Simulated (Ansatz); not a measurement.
# GaAs: equation of state, part 2 of 2

Aim: scale the cell of GaAs up and down at fixed shape and fractional positions, and get the equilibrium volume and bulk modulus with LAPW, PAW and all-electron datasets made for the crystal.

Ansatz 0.2.0; DFT PBE; a database cell (COD). «Crystal datasets» are all-electron PAW datasets made for this crystal. Earlier steps stand in the parts before.

**10. Volume × 1.02, crystal datasets**

File input.yaml:

```yaml
crystal:
  lattice:
    - [0.0, 2.8455714065, 2.8455714065]
    - [2.8455714065, 0.0, 2.8455714065]
    - [2.8455714065, 2.8455714065, 0.0]
  atoms:
    - { symbol: Ga, position: [0.0, 0.0, 0.0] }
    - { symbol: As, position: [0.75, 0.75, 0.75] }
kpoints:
  mp_grid: { grid: [11, 11, 11] }
scf:
  occupations: { method: fermi_dirac, width: 0.05 }
hamiltonian:
  xc: pbe
  pseudopotentials: { kind: all_electron, datasets: crystal }
output:
  forces: true
  stress: true
  eigenvalues: true
  efg: { contact_densities: true }
```

Launch:

```bash
> ansatz run input.yaml --threads 1 --pin off --max-ram 3072MiB --backend cpu --events-out ev --progress --plain --runs-dir out
```

Log, shortened:

```text
[...]
Pseudopotentials: kind: all_electron
Pseudopotential: Ga, paw, valence charge 13, recommended cutoff 220 eV (normal), Koelling and Harmon's equation, gaussian nucleus
Pseudopotential: As, paw, valence charge 15, recommended cutoff 220 eV (normal), Koelling and Harmon's equation, gaussian nucleus
Functional definition: PBE
[...]
Crystal: 2 atoms, lattice volume = 46.083 Å³
Basis set: ecut = 220 eV, 331 PW (Γ), exchange–correlation on 48×48×48 points (8 copies of the dense FFT grid, shifted against one another)
Bands: 13, of which v1, the nominal top of the filled ones, is band 9 counted from 1 (8 counted from 0)
Symmetry: 24 space group operations
Space group: F-43m (ITA 216), of the structure as read, at distance tolerance 3.6e-5 Å
k-points: 56 of 1331 (time reversal used)
[...]
  atom   1  Ga    -0.00000000    -0.00000000     0.00000000
  atom   2  As     0.00000000    -0.00000000    -0.00000000
[...]
--- Stress (GPa, compression-positive) ---
        1.856665      -0.000000      -0.000000
       -0.000000       1.856665       0.000000
       -0.000000       0.000000       1.856665
  P = ⅓ Tr σ = 1.8567 GPa (18.567 kbar)
  It holds what live shells' own plane waves past their cutoff add
--- PAW observables at the nuclei: V_zz in 10²¹ V/m², potentials from the cell's mean, atoms counted from 1 ---
  atom   1  Ga V_zz =    +0.000000   η = 0.0000   by run symmetry: forbidden
            electrostatic potential = -4130.468773 V   contact ρ = 187488.986096 e/Å³
  atom   2  As V_zz =    -0.000000   η = 0.0000   by run symmetry: forbidden
            electrostatic potential = -4514.192147 V   contact ρ = 235565.258469 e/Å³
--- Band table (eV; the first three rows and the last of 56) ---
  k-point 0: bands = ["-5.6787", "-5.6787", "-5.6787", "-5.6051", "-5.6051", "-3.5236", "9.0620", "9.0620", "9.0620", "9.4358", "12.7986"]
[...]
```

Wall time 5.9 s (1 thread of Intel Xeon 6975P-C (Granite Rapids), shared host); peak memory 0.55 GiB.

Read from it: pressure 1.86 GPa; gap on the k mesh 0.37 eV (an odd mesh misses the zone boundary).

**11. Volume × 1.06, LAPW**

File input.yaml:

```yaml
crystal:
  lattice:
    - [0.0, 2.8822925071, 2.8822925071]
    - [2.8822925071, 0.0, 2.8822925071]
    - [2.8822925071, 2.8822925071, 0.0]
  atoms:
    - { symbol: Ga, position: [0.0, 0.0, 0.0] }
    - { symbol: As, position: [0.75, 0.75, 0.75] }
kpoints:
  mp_grid: { grid: [11, 11, 11] }
  band_path:
    path:
      - [0.0, 0.0, 0.0]
      - [-0.5, -0.5, 0.0]
      - [-0.375, -0.375, 0.25]
      - [-0.375, 0.0, 0.375]
      - [0.0, 0.0, 0.0]
      - [0.0, 0.0, 0.5]
      - [-0.5, -0.25, 0.25]
      - [-0.5, -0.5, 0.0]
    npoints: 5
scf:
  occupations: { method: fermi_dirac, width: 0.05 }
hamiltonian:
  xc: pbe
  pseudopotentials: { kind: all_electron, lapw: { basis_error: 0.0005 } }
output:
  forces: true
  stress: true
  eigenvalues: true
```

Launch:

```bash
> ansatz run input.yaml --threads 1 --pin off --max-ram 3072MiB --backend cpu --events-out ev --progress --plain --runs-dir out
```

Log, shortened:

```text
LAPW: plane waves up to 9.238 Å⁻¹, error target 5.0e-4 eV per atom; small_component_spin mean_spin; Ga in spheres of 1.258 Å, 21 of its electrons in bands, Dirac shells []; As in spheres of 1.238 Å, 23 of its electrons in bands, Dirac shells []
[...]
[... 4 set-up lines as earlier in the session ...]
[...]
Crystal: 2 atoms, lattice volume = 47.890 Å³
Basis set: ecut = 325.17027034961586 eV, 609 PW (Γ), exchange–correlation at level 2
Bands: 27, of which v1, the nominal top of the filled ones, is band 22 counted from 1 (21 counted from 0)
[... 2 set-up lines as earlier in the session ...]
[...]
the basis was enlarged: its passes take 263.1 KiB over the memory plan, 1 of 1 planned eigensolver slots
[...]
SCF iter   7: F=-114424.476550 eV  HF=-114424.476550 eV  |F-HF|=1.40e-7  |Δ(HF+E_count)|=   5.71e-6  Δρ=1.15e-5  dr2=6.04e-8  ethr=5.27e-9  ⟨swp⟩=3.0  Hψ=4426  notcnv=0
[...]
NSCF: frozen V_eff on 36 k-points
SCF converged after 7 iterations
Free energy (F): -114424.476550 eV
[...]
E sigma→0 (E₀):  -114424.476430 eV
Entropy (-TS):   -0.000241 eV (-0.120 meV/atom)
Fermi energy:    8.625088 eV
[...]
--- Forces (eV/Å), atoms counted from 1 ---
  atom   1  Ga     0.00000000    -0.00000000     0.00000000
  atom   2  As    -0.00000000     0.00000000    -0.00000000
[...]
--- Stress (GPa, compression-positive) ---
       -0.572504       0.000000      -0.000000
        0.000000      -0.572504       0.000000
       -0.000000       0.000000      -0.572504
  P = ⅓ Tr σ = -0.5725 GPa (-5.725 kbar)
--- Band table (eV; the first three rows and the last of 56) ---
[...]
```

Wall time 18 s (1 thread of Intel Xeon 6975P-C (Granite Rapids), shared host); peak memory 0.43 GiB.

Read from it: pressure -0.57 GPa; gap 0.09 eV, direct at Γ.

**12. Volume × 1.06, PAW**

File input.yaml:

```yaml
crystal:
  lattice:
    - [0.0, 2.8822925071, 2.8822925071]
    - [2.8822925071, 0.0, 2.8822925071]
    - [2.8822925071, 2.8822925071, 0.0]
  atoms:
    - { symbol: Ga, position: [0.0, 0.0, 0.0] }
    - { symbol: As, position: [0.75, 0.75, 0.75] }
kpoints:
  mp_grid: { grid: [11, 11, 11] }
scf:
  occupations: { method: fermi_dirac, width: 0.05 }
hamiltonian:
  xc: pbe
  pseudopotentials: { kind: paw }
output:
  forces: true
  stress: true
  eigenvalues: true
  efg: { contact_densities: true }
  write_density: true
  write_potential: true
  elf: true
  volumetric_format: npy
```

Launch:

```bash
> ansatz run input.yaml --threads 1 --pin off --max-ram 3072MiB --backend cpu --events-out ev --progress --plain --runs-dir out
```

Log, shortened:

```text
[...]
[... 4 set-up lines as earlier in the session ...]
[...]
Crystal: 2 atoms, lattice volume = 47.890 Å³
Basis set: ecut = 420 eV, 941 PW (Γ), exchange–correlation on 60×60×60 points (8 copies of the dense FFT grid, shifted against one another)
Bands: 18, of which v1, the nominal top of the filled ones, is band 14 counted from 1 (13 counted from 0)
[... 2 set-up lines as earlier in the session ...]
k-points: 56 of 1331 (time reversal used)
[...]
SCF iter   1: F=—  HF=-8639.860681 eV  |F-HF|=—  |Δ(HF+E_count)|=         —  Δρ=1.92e-3  dr2=3.19e-3  ethr=1.77e-3  ⟨swp⟩=5.9  Hψ=4863  notcnv=0
[...]
  atom   1  Ga    -0.00000000     0.00000000     0.00000000
  atom   2  As     0.00000000     0.00000000    -0.00000000
[...]
--- Stress (GPa, compression-positive) ---
       -0.576064      -0.000000      -0.000000
       -0.000000      -0.576064       0.000000
       -0.000000       0.000000      -0.576064
  P = ⅓ Tr σ = -0.5761 GPa (-5.761 kbar)
--- PAW observables at the nuclei: V_zz in 10²¹ V/m², potentials from the cell's mean, atoms counted from 1 ---
  atom   1  Ga V_zz =    -0.000000   η = 0.0000   by run symmetry: forbidden
            electrostatic potential = -4129.982976 V   contact ρ = 187420.079253 e/Å³
  atom   2  As V_zz =    +0.000000   η = 0.0000   by run symmetry: forbidden
            electrostatic potential = -4513.728169 V   contact ρ = 235495.696397 e/Å³
--- Band table (eV; the first three rows and the last of 56) ---
  k-point 0: bands = ["-27.6646", "-27.6646", "-27.6646", "-27.6568", "-27.6568", "-7.2739", "-7.2739", "-7.2739", "-7.2083", "-7.2083", "-4.9116", "7.4132", "7.4132", "7.4132", "7.5019", "11.1355", "11.1355", "11.1355"]
[...]
```

Run time: 4.2 s. Hardware: 1 thread of Intel Xeon 6975P-C (Granite Rapids), shared host; peak memory 0.47 GiB.

In short: pressure -0.58 GPa.

**13. Volume × 1.06, crystal datasets**

Edit input.yaml of step 12 so:

```diff
@@ -14,3 +14,3 @@
   xc: pbe
-  pseudopotentials: { kind: paw }
+  pseudopotentials: { kind: all_electron, datasets: crystal }
 output:
@@ -20,5 +20 @@
   efg: { contact_densities: true }
-  write_density: true
-  write_potential: true
-  elf: true
-  volumetric_format: npy
```

Launch:

```bash
> ansatz run input.yaml --threads 1 --pin off --max-ram 3072MiB --backend cpu --events-out ev --progress --plain --runs-dir out
```

Log, shortened:

```text
[...]
[... 4 set-up lines as earlier in the session ...]
[...]
Crystal: 2 atoms, lattice volume = 47.890 Å³
Basis set: ecut = 220 eV, 339 PW (Γ), exchange–correlation on 48×48×48 points (8 copies of the dense FFT grid, shifted against one another)
Bands: 13, of which v1, the nominal top of the filled ones, is band 9 counted from 1 (8 counted from 0)
[... 2 set-up lines as earlier in the session ...]
k-points: 56 of 1331 (time reversal used)
[...]
  atom   1  Ga    -0.00000000    -0.00000000     0.00000000
  atom   2  As     0.00000000    -0.00000000    -0.00000000
[...]
--- Stress (GPa, compression-positive) ---
       -0.572199      -0.000000      -0.000000
        0.000000      -0.572199       0.000000
       -0.000000       0.000000      -0.572199
  P = ⅓ Tr σ = -0.5722 GPa (-5.722 kbar)
  It holds what live shells' own plane waves past their cutoff add
--- PAW observables at the nuclei: V_zz in 10²¹ V/m², potentials from the cell's mean, atoms counted from 1 ---
  atom   1  Ga V_zz =    -0.000000   η = 0.0000   by run symmetry: forbidden
            electrostatic potential = -4129.950468 V   contact ρ = 187489.784309 e/Å³
  atom   2  As V_zz =    +0.000000   η = 0.0000   by run symmetry: forbidden
            electrostatic potential = -4513.665738 V   contact ρ = 235567.018486 e/Å³
--- Band table (eV; the first three rows and the last of 56) ---
  k-point 0: bands = ["-6.1652", "-6.1652", "-6.1652", "-6.1001", "-6.1001", "-3.8068", "8.5168", "8.5168", "8.5168", "8.6102", "12.2402"]
[...]
```

It took 6.5 s on 1 thread of Intel Xeon 6975P-C (Granite Rapids), shared host; peak memory 0.54 GiB.

In short: pressure -0.57 GPa.

**14. Fits**

| method | volume (Å³/atom) | F above the lowest (meV/atom) | pressure (GPa) | gap on the k mesh (eV) |
| --- | --- | --- | --- | --- |
| LAPW | 21.686 | 38.3 | 6.68 | 0.83 |
| LAPW | 22.364 | 15.7 | 4.07 | 0.60 |
| LAPW | 23.041 | 3.3 | 1.86 | 0.37 |
| LAPW | 23.945 | 0.0 | -0.57 | 0.09 |
| PAW | 21.686 | 38.3 | 6.68 | 0.83 |
| PAW | 22.364 | 15.7 | 4.07 | 0.59 |
| PAW | 23.041 | 3.3 | 1.85 | 0.37 |
| PAW | 23.945 | 0.0 | -0.58 | – |
| crystal datasets | 21.686 | – | 6.68 | 0.83 |
| crystal datasets | 22.364 | – | 4.07 | 0.60 |
| crystal datasets | 23.041 | – | 1.86 | 0.37 |
| crystal datasets | 23.945 | – | -0.57 | – |

**15. Outcome**

This closing draws on all 2 parts.

```
                                  quantity           value
                 equilibrium volume (LAPW)  23.713 Å³/atom
                       bulk modulus (LAPW)          60 GPa
            its pressure derivative (LAPW)             4.8
                  equilibrium volume (PAW)  23.712 Å³/atom
                        bulk modulus (PAW)          60 GPa
             its pressure derivative (PAW)             4.8
     equilibrium volume (crystal datasets)  23.714 Å³/atom
           bulk modulus (crystal datasets)          60 GPa
its pressure derivative (crystal datasets)             4.8
```

In words: By LAPW, the pressure vanishes at 23.71 Å³/atom (+5.0 % from the starting cell) and the bulk modulus there is 60 GPa (Birch-Murnaghan, third order). PAW's volume lies less than 0.01 % and its modulus less than 0.1 % from LAPW's. The gap goes from 0.83 eV at the smallest volume to 0.09 eV at the largest. No thermal or zero-point expansion is included.
